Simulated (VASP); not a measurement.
Crystal: NaF (Villiaumite).

```
Na F
1.0
     0.00000    2.32000    2.32000
     2.32000    0.00000    2.32000
     2.32000    2.32000    0.00000
Na F
1 1
Direct
  0.00000 0.00000 0.00000
  0.50000 0.50000 0.50000
```

Base run:

```yaml
Program: VASP 6.6.1
Functional: PBE
Potentials_or_basis: VASP PAW PBE potentials, release 64 (Na_pv, F)
Cutoff: 520 eV
k_mesh: 10 × 10 × 10
Occupations: fermi-dirac, width 0.05 eV
Spin: no spin polarisation
```

Its results: band gap on the k mesh 6.28 eV, direct; pressure 1.8 GPa.

**Question.** The run is repeated on the same cell with these changes: functional from PBE to PBEsol. What comes out?

**Answer.** Band gap on the k mesh 6.14 eV, direct; pressure -0.3 GPa.

PBEsol binds more tightly than PBE, so the same cell stands under less pressure.

Caveats: the PAW data sets were made with another functional, which shifts forces and pressure a little (some runs).

A k mesh can miss the band edges.

Not every run made on this cell is shown here.
